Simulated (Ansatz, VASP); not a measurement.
## One calculation of I, two programs

```
I
1.0
     4.28268    0.00000    0.00000
    -2.14134    3.70891    0.00000
     0.00000    0.00000    4.88287
I
2
Direct
  0.33333 0.66667 0.25000
  0.66667 0.33333 0.75000
```

The real solid is made of molecules; this cell is a model form.

Alike in both runs: task single point; functional PBE; k mesh 15 × 15 × 8; occupations fermi-dirac, width 0.05 eV; no spin polarisation.

```csv
,VASP,Ansatz
version,VASP 6.6.1,Ansatz 0.2.0
potentials or method,"VASP PAW PBE potentials, release 64 (I), cutoff 520 eV","all-electron LAPW, scalar-relativistic"
```

|  | VASP | Ansatz | Ansatz less VASP |
| --- | --- | --- | --- |
| pressure (GPa) | 0.0 | 0.0 | +0.03 |

Ansatz ran all-electron here, so the differences hold the error of VASP's frozen core and of both bases.

The runs have no spin-orbit coupling, so splittings on I are missing.
